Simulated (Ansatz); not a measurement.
# Aluminium, simple cubic under PBEsol: from relaxation to bulk modulus, part 2 of 2

What does PBEsol give for aluminium in the simple cubic structure? We relax it, solve it on a dense k-mesh, then scale the cell to 7 volumes from 88 to 112 % of the relaxed one and try a fit of the equation of state. Spin polarisation is left out. The k-meshes are 12×12×12 for the relaxation; 19×19×19 for the dense run; 13×13×13 for the volumes.

Ansatz 0.2.0; DFT, PBEsol, plane waves (420 eV) with PAW, scalar-relativistic. The steps go on from the part before.

## 6. Volume × 0.96

This is Al in the simple cubic structure; at room conditions it is fcc.

File input.yaml:

```yaml
crystal:
  lattice:
    - [2.6644540696, 0.0, 0.0]
    - [0.0, 2.6644540696, 0.0]
    - [0.0, 0.0, 2.6644540696]
  atoms:
    - { symbol: Al, position: [0.0, 0.0, 0.0] }
hamiltonian:
  xc: pbesol
  pseudopotentials:
    kind: paw
    azcp:
      Al: "pseudopotentials/Al.paw.azcp"
basis:
  ecutwfc: 420
  fft_grid_basis: typed
kpoints:
  mp_grid: { grid: [13, 13, 13], shift: [0, 0, 0] }
magnetization:
  spin_polarized: false
scf:
  occupations: { method: fermi_dirac, width: 0.1 }
  lower_state_search: "off"
output:
  stress: true
```

The log of the run, shortened:

```text
Warning: <dir> the record states the generating functional pbe (its physics header spells it `PBE`), which answers neither for hamiltonian.xc's functional nor for the pbesol family's — results may be inconsistent (PPs are generated against a specific XC)
Warning: RAYON_NUM_THREADS=2 ignored (pool sized by the plan → 2); use --threads N
[...]
Pseudopotentials: kind: paw
Pseudopotential: Al, paw, valence charge 3, recommended cutoff 420 eV (normal), <dir>
Functional definition: PBEsol
[...]
Crystal: 1 atoms, lattice volume = 18.916 Å³
Basis set: ecut = 420 eV, 365 PW (Γ)
Bands: 6, of which v1, the nominal top of the filled ones, is band 2 counted from 1 (1 counted from 0)
Symmetry: 48 space group operations
Space group: Pm-3m (ITA 221), of the structure as read, at distance tolerance 2.7e-5 Å
k-points: 84 of 2197
[...]
SCF iter   1: F=—  HF=-524.143157 eV  |F-HF|=—  |Δ(HF+E_count)|=         —  Δρ=2.16e-3  dr2=1.29e-3  ethr=1.77e-3  ⟨swp⟩=4.8  Hψ=4544  notcnv=0
[...]
SCF iter   6: F=-524.142735 eV  HF=-524.142735 eV  |F-HF|=1.14e-13  |Δ(HF+E_count)|=  3.42e-11  Δρ=6.90e-8  dr2=6.79e-13  ethr=1.40e-11  ⟨swp⟩=1.1  Hψ=1392  notcnv=0
[...]
SCF converged after 6 iterations
Free energy (F): -524.142735 eV
[...]
E sigma→0 (E₀):  -524.133974 eV
Entropy (-TS):   -0.017523 eV (-17.523 meV/atom)
Fermi energy:    6.106099 eV
[...]
--- Stress (GPa, compression-positive) ---
        2.732972      -0.000000       0.000000
       -0.000000       2.732972       0.000000
        0.000000       0.000000       2.732972
  P = ⅓ Tr σ = 2.7330 GPa (27.330 kbar)
```

It took 0.58 s on 2 threads of an x86-64 CPU, shared host; peak memory 0.38 GiB.

## 7. Volume × 1.0

input.yaml: that of step 6 with these lines changed.

```diff
@@ -2,5 +2,5 @@
   lattice:
-    - [2.6644540696, 0.0, 0.0]
-    - [0.0, 2.6644540696, 0.0]
-    - [0.0, 0.0, 2.6644540696]
+    - [2.7009579765, 0.0, 0.0]
+    - [0.0, 2.7009579765, 0.0]
+    - [0.0, 0.0, 2.7009579765]
   atoms:
```

The log of the run, shortened:

```text
Warning: <dir> the record states the generating functional pbe (its physics header spells it `PBE`), which answers neither for hamiltonian.xc's functional nor for the pbesol family's — results may be inconsistent (PPs are generated against a specific XC)
Warning: RAYON_NUM_THREADS=2 ignored (pool sized by the plan → 2); use --threads N
[...]
Pseudopotentials: kind: paw
Pseudopotential: Al, paw, valence charge 3, recommended cutoff 420 eV (normal), <dir>
Functional definition: PBEsol
[...]
Crystal: 1 atoms, lattice volume = 19.704 Å³
Basis set: ecut = 420 eV, 389 PW (Γ)
Bands: 6, of which v1, the nominal top of the filled ones, is band 2 counted from 1 (1 counted from 0)
Symmetry: 48 space group operations
Space group: Pm-3m (ITA 221), of the structure as read, at distance tolerance 2.7e-5 Å
k-points: 84 of 2197
[...]
SCF iter   1: F=—  HF=-524.149618 eV  |F-HF|=—  |Δ(HF+E_count)|=         —  Δρ=2.30e-3  dr2=1.57e-3  ethr=1.77e-3  ⟨swp⟩=4.8  Hψ=4553  notcnv=0
[...]
SCF iter   6: F=-524.149114 eV  HF=-524.149114 eV  |F-HF|=2.27e-13  |Δ(HF+E_count)|=  4.89e-11  Δρ=7.18e-8  dr2=8.21e-13  ethr=1.63e-11  ⟨swp⟩=1.1  Hψ=1396  notcnv=0
[...]
SCF converged after 6 iterations
Free energy (F): -524.149114 eV
[...]
E sigma→0 (E₀):  -524.139952 eV
Entropy (-TS):   -0.018325 eV (-18.325 meV/atom)
Fermi energy:    5.740312 eV
[...]
--- Stress (GPa, compression-positive) ---
        0.000216       0.000000       0.000000
       -0.000000       0.000216       0.000000
        0.000000      -0.000000       0.000216
  P = ⅓ Tr σ = 0.0002 GPa (0.002 kbar)
```

It took 0.58 s on 2 threads of an x86-64 CPU, shared host; peak memory 0.38 GiB.

## 8. Volume × 1.04

input.yaml: that of step 7 with these lines changed.

```diff
@@ -2,5 +2,5 @@
   lattice:
-    - [2.7009579765, 0.0, 0.0]
-    - [0.0, 2.7009579765, 0.0]
-    - [0.0, 0.0, 2.7009579765]
+    - [2.7365009732, 0.0, 0.0]
+    - [0.0, 2.7365009732, 0.0]
+    - [0.0, 0.0, 2.7365009732]
   atoms:
```

The log of the run, shortened:

```text
Warning: <dir> the record states the generating functional pbe (its physics header spells it `PBE`), which answers neither for hamiltonian.xc's functional nor for the pbesol family's — results may be inconsistent (PPs are generated against a specific XC)
Warning: RAYON_NUM_THREADS=2 ignored (pool sized by the plan → 2); use --threads N
[...]
Pseudopotentials: kind: paw
Pseudopotential: Al, paw, valence charge 3, recommended cutoff 420 eV (normal), <dir>
Functional definition: PBEsol
[...]
Crystal: 1 atoms, lattice volume = 20.492 Å³
Basis set: ecut = 420 eV, 389 PW (Γ)
Bands: 6, of which v1, the nominal top of the filled ones, is band 2 counted from 1 (1 counted from 0)
Symmetry: 48 space group operations
Space group: Pm-3m (ITA 221), of the structure as read, at distance tolerance 2.7e-5 Å
k-points: 84 of 2197
[...]
SCF iter   1: F=—  HF=-524.144089 eV  |F-HF|=—  |Δ(HF+E_count)|=         —  Δρ=2.37e-3  dr2=1.77e-3  ethr=1.77e-3  ⟨swp⟩=4.7  Hψ=4538  notcnv=0
[...]
SCF iter   6: F=-524.143516 eV  HF=-524.143516 eV  |F-HF|=3.41e-13  |Δ(HF+E_count)|=  2.98e-10  Δρ=1.41e-7  dr2=5.13e-12  ethr=4.99e-11  ⟨swp⟩=1.0  Hψ=1385  notcnv=0
[...]
SCF converged after 6 iterations
Free energy (F): -524.143516 eV
[...]
E sigma→0 (E₀):  -524.133945 eV
Entropy (-TS):   -0.019141 eV (-19.141 meV/atom)
Fermi energy:    5.400195 eV
[...]
--- Stress (GPa, compression-positive) ---
       -2.198427       0.000000       0.000000
        0.000000      -2.198427      -0.000000
        0.000000       0.000000      -2.198427
  P = ⅓ Tr σ = -2.1984 GPa (-21.984 kbar)
```

It took 0.58 s on 2 threads of an x86-64 CPU, shared host; peak memory 0.38 GiB.

## 9. Volume × 1.08

input.yaml: that of step 8 with these lines changed.

```diff
@@ -2,5 +2,5 @@
   lattice:
-    - [2.7365009732, 0.0, 0.0]
-    - [0.0, 2.7365009732, 0.0]
-    - [0.0, 0.0, 2.7365009732]
+    - [2.7711439037, 0.0, 0.0]
+    - [0.0, 2.7711439037, 0.0]
+    - [0.0, 0.0, 2.7711439037]
   atoms:
```

The log of the run, shortened:

```text
Warning: <dir> the record states the generating functional pbe (its physics header spells it `PBE`), which answers neither for hamiltonian.xc's functional nor for the pbesol family's — results may be inconsistent (PPs are generated against a specific XC)
Warning: RAYON_NUM_THREADS=2 ignored (pool sized by the plan → 2); use --threads N
[...]
Pseudopotentials: kind: paw
Pseudopotential: Al, paw, valence charge 3, recommended cutoff 420 eV (normal), <dir>
Functional definition: PBEsol
[...]
Crystal: 1 atoms, lattice volume = 21.280 Å³
Basis set: ecut = 420 eV, 437 PW (Γ)
Bands: 6, of which v1, the nominal top of the filled ones, is band 2 counted from 1 (1 counted from 0)
Symmetry: 48 space group operations
Space group: Pm-3m (ITA 221), of the structure as read, at distance tolerance 2.8e-5 Å
k-points: 84 of 2197
[...]
SCF iter   1: F=—  HF=-524.128821 eV  |F-HF|=—  |Δ(HF+E_count)|=         —  Δρ=2.40e-3  dr2=1.92e-3  ethr=1.77e-3  ⟨swp⟩=4.8  Hψ=4530  notcnv=0
[...]
SCF iter   6: F=-524.128195 eV  HF=-524.128195 eV  |F-HF|=4.09e-12  |Δ(HF+E_count)|=  8.65e-10  Δρ=2.38e-7  dr2=1.81e-11  ethr=1.13e-10  ⟨swp⟩=1.0  Hψ=1385  notcnv=0
[...]
SCF converged after 6 iterations
Free energy (F): -524.128195 eV
[...]
E sigma→0 (E₀):  -524.118213 eV
Entropy (-TS):   -0.019963 eV (-19.963 meV/atom)
Fermi energy:    5.083167 eV
[...]
--- Stress (GPa, compression-positive) ---
       -3.965976       0.000000       0.000000
        0.000000      -3.965976       0.000000
        0.000000       0.000000      -3.965976
  P = ⅓ Tr σ = -3.9660 GPa (-39.660 kbar)
```

It took 0.57 s on 2 threads of an x86-64 CPU, shared host; peak memory 0.38 GiB.

## 10. Volume × 1.12

input.yaml: that of step 9 with these lines changed.

```diff
@@ -2,5 +2,5 @@
   lattice:
-    - [2.7711439037, 0.0, 0.0]
-    - [0.0, 2.7711439037, 0.0]
-    - [0.0, 0.0, 2.7711439037]
+    - [2.8049416725, 0.0, 0.0]
+    - [0.0, 2.8049416725, 0.0]
+    - [0.0, 0.0, 2.8049416725]
   atoms:
```

The log of the run, shortened:

```text
Warning: <dir> the record states the generating functional pbe (its physics header spells it `PBE`), which answers neither for hamiltonian.xc's functional nor for the pbesol family's — results may be inconsistent (PPs are generated against a specific XC)
Warning: RAYON_NUM_THREADS=2 ignored (pool sized by the plan → 2); use --threads N
[...]
Pseudopotentials: kind: paw
Pseudopotential: Al, paw, valence charge 3, recommended cutoff 420 eV (normal), <dir>
Functional definition: PBEsol
[...]
Crystal: 1 atoms, lattice volume = 22.068 Å³
Basis set: ecut = 420 eV, 437 PW (Γ)
Bands: 6, of which v1, the nominal top of the filled ones, is band 2 counted from 1 (1 counted from 0)
Symmetry: 48 space group operations
Space group: Pm-3m (ITA 221), of the structure as read, at distance tolerance 2.8e-5 Å
k-points: 84 of 2197
[...]
SCF iter   1: F=—  HF=-524.105750 eV  |F-HF|=—  |Δ(HF+E_count)|=         —  Δρ=2.41e-3  dr2=2.06e-3  ethr=1.77e-3  ⟨swp⟩=4.8  Hψ=4540  notcnv=0
[...]
SCF iter   6: F=-524.105086 eV  HF=-524.105086 eV  |F-HF|=6.82e-12  |Δ(HF+E_count)|=   1.09e-9  Δρ=2.66e-7  dr2=2.49e-11  ethr=1.38e-10  ⟨swp⟩=1.0  Hψ=1384  notcnv=0
[...]
SCF converged after 6 iterations
Free energy (F): -524.105086 eV
[...]
E sigma→0 (E₀):  -524.094703 eV
Entropy (-TS):   -0.020766 eV (-20.766 meV/atom)
Fermi energy:    4.786899 eV
[...]
--- Stress (GPa, compression-positive) ---
       -5.375237      -0.000000       0.000000
        0.000000      -5.375237       0.000000
       -0.000000       0.000000      -5.375237
  P = ⅓ Tr σ = -5.3752 GPa (-53.752 kbar)
```

Wall time 0.58 s (2 threads of an x86-64 CPU, shared host); peak memory 0.38 GiB.

## 11. Fitting the volumes

All volumes keep the relaxed shape and fractional coordinates.

```tsv
V (Å³/atom)	E − E₀ (meV/atom)	P from the stress (GPa)	P from the fit (GPa)
17.339	66.6	10.27	10.25
18.128	27.1	6.11	6.02
18.916	6.0	2.73	2.64
19.704	0.0	0.00	-0.09
20.492	6.0	-2.20	-2.28
21.280	21.8	-3.97	-4.05
22.068	45.3	-5.38	-5.47
```

A third-order Birch-Murnaghan fit gives V₀ = 19.676 Å³/atom, B₀ = 61 GPa and B₀′ = 4.4; it misses no point by more than 0.04 meV/atom.

Fit and stress differ a little: one follows E(σ → 0), the other the smeared free energy.

## 12. Outcome

The summary covers parts 1 to 2.

| quantity | value |
| --- | --- |
| space group (spins left aside) | Pm-3m (No. 221) |
| conventional cell | a = 2.701 Å |
| volume | 19.704 Å³/atom |
| shortest distance | 2.701 Å |
| gap on the mesh | none (levels filled in part) |
| relative to fcc | +405 meV/atom |
| V₀, B₀, B₀′ | 19.676 Å³/atom, 61 GPa, 4.4 |

**Reading.** The relaxation enlarged the cell by 9.9 % in volume. It lies 405 meV/atom above the element's reference form at the same level (fcc, from a run of its own), so it is far from stable. Levels at the Fermi energy are filled in part, as in a metal. The fitted modulus is 61 GPa. The symmetry was held, so the structure may be unstable against distortions that break it.
